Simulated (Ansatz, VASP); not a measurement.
# Two plane-wave programs on Pd

```
Pd
1.0
     8.25194    0.00000    0.00000
     4.12597    7.14639    0.00000
     0.00000    0.00000   23.49179
Pd
27
Direct
  0.11111 0.11111 0.40440
  0.44444 0.11111 0.40440
  0.77778 0.11111 0.40440
  0.11111 0.44444 0.40440
  0.44444 0.44444 0.40440
  0.77778 0.44444 0.40440
  0.11111 0.77778 0.40440
  0.44444 0.77778 0.40440
  0.77778 0.77778 0.40440
  0.88889 0.22222 0.50109
  0.22222 0.22222 0.50109
  0.55556 0.22222 0.50109
  0.88889 0.55556 0.50109
  0.22222 0.55556 0.50109
  0.55556 0.55556 0.50109
  0.88889 0.88889 0.50109
  0.22222 0.88889 0.50109
  0.55556 0.88889 0.50109
  0.00000 0.00000 0.59777
  0.33333 0.00000 0.59777
  0.66667 0.00000 0.59777
  0.00000 0.33333 0.59777
  0.33333 0.33333 0.59777
  0.66667 0.33333 0.59777
  0.00000 0.66667 0.59777
  0.33333 0.66667 0.59777
  0.66667 0.66667 0.59777
```

Alike in both runs: functional PBE; dispersion D3(BJ); k mesh 3 × 3 × 1; occupations gaussian, width 0.1 eV; no spin polarisation.

Ansatz relaxed the structure, and its values are those at the end. VASP's run is a single point on that final structure, the one shown.

|  | VASP | Ansatz |
| --- | --- | --- |
| version | VASP 6.6.1 | Ansatz 0.2.0 |
| potentials or method | VASP PAW PBE potentials, release 64 (Pd) | scalar-relativistic, plane waves, PAW |
| plane-wave cutoff (eV) | 520 | 420 |
| valence electrons in the cell | 270 | 486 |

|  | VASP | Ansatz | Ansatz less VASP |
| --- | --- | --- | --- |
| gap on the k mesh at the Fermi level (eV) | none | none | - |
| rms of the force components (eV/Å) | 0.006 | 0.001 | -0.0053 |
| dispersion energy (meV/atom) | -445.3 | -445.4 | -0.05 |

A gap of «none» marks a metal or a gap that the smearing closes. The two sets of potentials don't hold the same shells in valence. Ansatz warned: «xc_potential_rough_in_thin_density».
